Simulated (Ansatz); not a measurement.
Os: levels along high-symmetry lines

```yaml
crystal:
  lattice:
    - [0.00000, 2.77825, 2.77825]
    - [2.77825, 0.00000, 2.77825]
    - [2.77825, 2.77825, 0.00000]
  atoms:
    - { symbol: Os, position: [0.00000, 0.00000, 0.00000] }
    - { symbol: Os, position: [0.25000, 0.25000, 0.25000] }
```

Atom numbers follow the list: Os1, Os2.

Conventional cell: a = 5.557 Å, b = 5.557 Å, c = 5.557 Å, α = 90.00°, β = 90.00°, γ = 90.00°. Os (atom 1) is surrounded by 4 Os at 2.41 Å.

The structure comes from a relaxation in the same program, started in the diamond type, and has space group Fd-3m. Whether it is a known phase or the ground state wasn't checked.

Method: DFT, PBE, all-electron LAPW, Dirac equation with spin-orbit coupling (Ansatz 0.2.0).

The runs use a Γ-centred 10×10×10 k mesh, Fermi–Dirac smearing of 0.08 eV, basis error target 0.25 meV/atom, no spin polarisation.

Points in fractions of the reciprocal vectors of this cell: Γ (0, 0, 0), X (0.5, 0, 0.5), U (0.625, 0.25, 0.625), K (0.375, 0.375, 0.75), L (0.5, 0.5, 0.5), W (0.5, 0.25, 0.75). The path joins them by straight lines in the order Γ–X–U–K–Γ–L–W–X; legs that retrace an earlier one aren't tabulated. Energies are in eV from the Fermi level.

Problem. Metal or insulator at this level of theory?

Solution. No gap opens: metallic or semimetallic.

Problem. Tabulate bands 94 to 99, counted from the lowest band of the run, along the path.

Solution. 
```json
{"k (1/Å)": "0.00", "point": "Γ", "band 94": "-0.58", "band 95": "-0.52", "band 96": "-0.52", "band 97": "-0.52", "band 98": "-0.52", "band 99": "2.59"}
{"k (1/Å)": "0.23", "point": "", "band 94": "-1.03", "band 95": "-0.47", "band 96": "-0.47", "band 97": "-0.42", "band 98": "-0.42", "band 99": "2.36"}
{"k (1/Å)": "0.45", "point": "", "band 94": "-2.07", "band 95": "-0.17", "band 96": "-0.17", "band 97": "-0.07", "band 98": "-0.07", "band 99": "1.75"}
{"k (1/Å)": "0.68", "point": "", "band 94": "-2.29", "band 95": "0.44", "band 96": "0.44", "band 97": "0.52", "band 98": "0.52", "band 99": "0.94"}
{"k (1/Å)": "0.90", "point": "", "band 94": "-2.22", "band 95": "-0.23", "band 96": "-0.23", "band 97": "1.34", "band 98": "1.34", "band 99": "1.61"}
{"k (1/Å)": "1.13", "point": "X", "band 94": "-1.27", "band 95": "-1.27", "band 96": "-1.27", "band 97": "2.15", "band 98": "2.15", "band 99": "2.15"}
{"k (1/Å)": "1.21", "point": "", "band 94": "-1.32", "band 95": "-1.25", "band 96": "-1.25", "band 97": "2.15", "band 98": "2.15", "band 99": "2.16"}
{"k (1/Å)": "1.29", "point": "", "band 94": "-1.41", "band 95": "-1.24", "band 96": "-1.24", "band 97": "2.17", "band 98": "2.17", "band 99": "2.20"}
{"k (1/Å)": "1.37", "point": "", "band 94": "-1.51", "band 95": "-1.25", "band 96": "-1.25", "band 97": "2.19", "band 98": "2.19", "band 99": "2.28"}
{"k (1/Å)": "1.45", "point": "", "band 94": "-1.63", "band 95": "-1.27", "band 96": "-1.27", "band 97": "2.11", "band 98": "2.11", "band 99": "2.40"}
{"k (1/Å)": "1.53", "point": "U", "band 94": "-1.68", "band 95": "-1.28", "band 96": "-1.28", "band 97": "1.71", "band 98": "1.71", "band 99": "2.39"}
{"k (1/Å)": "1.67", "point": "", "band 94": "-1.56", "band 95": "-1.26", "band 96": "-1.26", "band 97": "1.55", "band 98": "1.55", "band 99": "2.31"}
{"k (1/Å)": "1.81", "point": "", "band 94": "-1.47", "band 95": "-1.26", "band 96": "-1.26", "band 97": "1.57", "band 98": "1.57", "band 99": "2.23"}
{"k (1/Å)": "1.95", "point": "", "band 94": "-1.47", "band 95": "-1.26", "band 96": "-1.26", "band 97": "1.57", "band 98": "1.57", "band 99": "2.23"}
{"k (1/Å)": "2.08", "point": "", "band 94": "-1.56", "band 95": "-1.26", "band 96": "-1.26", "band 97": "1.55", "band 98": "1.55", "band 99": "2.31"}
{"k (1/Å)": "2.22", "point": "K", "band 94": "-1.68", "band 95": "-1.28", "band 96": "-1.28", "band 97": "1.71", "band 98": "1.71", "band 99": "2.39"}
{"k (1/Å)": "2.46", "point": "", "band 94": "-1.29", "band 95": "-0.80", "band 96": "-0.80", "band 97": "0.45", "band 98": "0.45", "band 99": "1.53"}
{"k (1/Å)": "2.70", "point": "", "band 94": "-1.30", "band 95": "-1.11", "band 96": "-1.11", "band 97": "0.61", "band 98": "0.61", "band 99": "1.09"}
{"k (1/Å)": "2.94", "point": "", "band 94": "-1.38", "band 95": "-0.92", "band 96": "-0.92", "band 97": "-0.07", "band 98": "-0.07", "band 99": "1.94"}
{"k (1/Å)": "3.18", "point": "", "band 94": "-0.88", "band 95": "-0.66", "band 96": "-0.66", "band 97": "-0.43", "band 98": "-0.43", "band 99": "2.44"}
{"k (1/Å)": "3.42", "point": "Γ", "band 94": "-0.58", "band 95": "-0.52", "band 96": "-0.52", "band 97": "-0.52", "band 98": "-0.52", "band 99": "2.59"}
{"k (1/Å)": "3.62", "point": "", "band 94": "-0.74", "band 95": "-0.60", "band 96": "-0.60", "band 97": "-0.53", "band 98": "-0.53", "band 99": "2.56"}
{"k (1/Å)": "3.81", "point": "", "band 94": "-1.21", "band 95": "-0.61", "band 96": "-0.61", "band 97": "-0.48", "band 98": "-0.48", "band 99": "2.49"}
{"k (1/Å)": "4.01", "point": "", "band 94": "-1.64", "band 95": "-0.38", "band 96": "-0.38", "band 97": "-0.24", "band 98": "-0.24", "band 99": "2.30"}
{"k (1/Å)": "4.21", "point": "", "band 94": "-1.71", "band 95": "0.09", "band 96": "0.09", "band 97": "0.13", "band 98": "0.13", "band 99": "1.97"}
{"k (1/Å)": "4.40", "point": "L", "band 94": "-1.57", "band 95": "0.34", "band 96": "0.34", "band 97": "0.40", "band 98": "0.40", "band 99": "1.75"}
{"k (1/Å)": "4.56", "point": "", "band 94": "-1.42", "band 95": "0.19", "band 96": "0.19", "band 97": "0.30", "band 98": "0.30", "band 99": "1.79"}
{"k (1/Å)": "4.72", "point": "", "band 94": "-1.14", "band 95": "-0.26", "band 96": "-0.26", "band 97": "0.29", "band 98": "0.29", "band 99": "1.86"}
{"k (1/Å)": "4.88", "point": "", "band 94": "-1.20", "band 95": "-0.84", "band 96": "-0.84", "band 97": "0.85", "band 98": "0.85", "band 99": "2.00"}
{"k (1/Å)": "5.04", "point": "", "band 94": "-1.56", "band 95": "-1.40", "band 96": "-1.40", "band 97": "1.83", "band 98": "1.83", "band 99": "2.33"}
{"k (1/Å)": "5.20", "point": "W", "band 94": "-1.91", "band 95": "-1.79", "band 96": "-1.79", "band 97": "2.46", "band 98": "2.46", "band 99": "2.52"}
{"k (1/Å)": "5.31", "point": "", "band 94": "-1.88", "band 95": "-1.60", "band 96": "-1.60", "band 97": "2.42", "band 98": "2.42", "band 99": "2.44"}
{"k (1/Å)": "5.43", "point": "", "band 94": "-1.67", "band 95": "-1.41", "band 96": "-1.41", "band 97": "2.31", "band 98": "2.31", "band 99": "2.33"}
{"k (1/Å)": "5.54", "point": "", "band 94": "-1.49", "band 95": "-1.30", "band 96": "-1.30", "band 97": "2.21", "band 98": "2.21", "band 99": "2.24"}
{"k (1/Å)": "5.65", "point": "", "band 94": "-1.35", "band 95": "-1.25", "band 96": "-1.25", "band 97": "2.16", "band 98": "2.16", "band 99": "2.17"}
{"k (1/Å)": "5.77", "point": "X", "band 94": "-1.27", "band 95": "-1.27", "band 96": "-1.27", "band 97": "2.15", "band 98": "2.15", "band 99": "2.15"}
```
